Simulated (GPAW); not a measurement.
A run of GPAW 26.7.0:

File run.py:

```python
from ase.calculators.mixing import SumCalculator
from ase.filters import FrechetCellFilter
from ase.io import read, write
from ase.optimize import BFGS
from ase.units import GPa
from dftd3.ase import DFTD3
from gpaw import GPAW, PW

atoms = read('CuO.xyz')

calc = GPAW(mode=PW(800),
            xc='PBE',
            kpts={'size': (8, 8, 7), 'gamma': True},
            occupations={'name': 'fermi-dirac', 'width': 0.05},
            nbands=19,
            convergence={'density': 1e-05, 'energy': 1e-05},
            maxiter=150,
            txt='gpaw.txt')
atoms.calc = SumCalculator([calc, DFTD3(method='pbe', damping='d3bj')])
opt = BFGS(FrechetCellFilter(atoms, scalar_pressure=5 * GPa), trajectory='relax.traj', logfile='-')
done = opt.run(fmax=0.05, steps=100)
calc.write('gs.gpw')
write('result.traj', atoms)
print('Converged:', done)
print('Cell:', atoms.cell.cellpar().round(4))
print('Volume:', round(atoms.get_volume(), 4))
print(atoms.get_scaled_positions().round(5))
```

File CuO.xyz:

```xyz
2
Lattice="2.8363251093 0.0000000000 0.0000000000 -1.4181625547 2.4563295981 0.0000000000 0.0000000000 0.0000000000 2.7681127800" Properties=species:S:1:pos:R:3 pbc="T T T"
Cu     0.0000000000      0.0000000000      0.0000000000
O      1.4181625548      0.8187765326      1.3840563900
```

Potentials or basis: GPAW PAW data sets (gpaw-data 1.2.1), pw.

Command:

```console
$ OMP_NUM_THREADS=1 python run.py
```

Hardware: 1 thread of Arm Neoverse V2 (shared host).

**Question.** Estimate the wall time of this run.

**Answer.** Run time: 62 s on 1 thread of Arm Neoverse V2, with other jobs on the host, peak memory 0.2 GiB. Counts: scf iterations 64, plane waves 1021, bands 19, k points 40, ion steps 7.
